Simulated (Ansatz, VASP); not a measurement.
# BAs: VASP beside Ansatz

File INCAR:

```
SYSTEM = BAs
PREC = Accurate ; ENCUT = 520
EDIFF = 1E-6 ; ISMEAR = -1
SIGMA = 0.1 ; LREAL = .False.
LASPH = .True. ; NELM = 100
ALGO = Normal ; ISIF = 2
LWAVE = .False. ; LCHARG = .False.
GGA = CA ; NBANDS = 11
```

The input KPOINTS:

```
Automatic mesh
0
Gamma
  17 17 17
  0 0 0
```

POSCAR

```
BAs
1.0
    0.0000000000      1.9560384159      1.9560384159
    1.9560384159      0.0000000000      1.9560384159
    1.9560384159      1.9560384159      0.0000000000
B As
1 1
Direct
    0.0000000000      0.0000000000      0.0000000000
    0.5000000000      0.5000000000      0.5000000000
```

Input for Ansatz:

```yaml
crystal:
  lattice:
    - [0.0, 1.9560384159, 1.9560384159]
    - [1.9560384159, 0.0, 1.9560384159]
    - [1.9560384159, 1.9560384159, 0.0]
  atoms:
    - { symbol: B, position: [0.0, 0.0, 0.0] }
    - { symbol: As, position: [0.5, 0.5, 0.5] }
kpoints:
  mp_grid: { grid: [17, 17, 17] }
scf:
  occupations: { method: fermi_dirac, width: 0.1 }
hamiltonian:
  xc: lda
  pseudopotentials: { kind: all_electron, lapw: { basis_error: 0.001 } }
output:
  forces: true
  stress: true
  eigenvalues: true
  populations: true
```

Change from the starting cell: volume scaled by 0.64, LAPW.

Alike in both runs: task single point; functional LDA; k mesh 17 × 17 × 17; occupations fermi-dirac, width 0.1 eV; no spin polarisation.

```csv
,VASP,Ansatz
version,VASP 6.6.1,Ansatz 0.2.0
potentials or method,"VASP PAW LDA potentials, release 64 (B, As)","all-electron LAPW, scalar-relativistic"
plane-wave cutoff (eV),520,see its input
```

Ansatz gave:

```
pressure (GPa) : 161.3
```

Task: Estimate VASP's values.

Result: Pressure (GPa): 167.1.

Ansatz ran all-electron here, so the differences hold the error of VASP's frozen core and of both bases.

Caveats: the cell as given lies far from equilibrium; so large a pressure means that the cell lies far from this level's equilibrium, or that cutoff or potentials fall short (VASP).
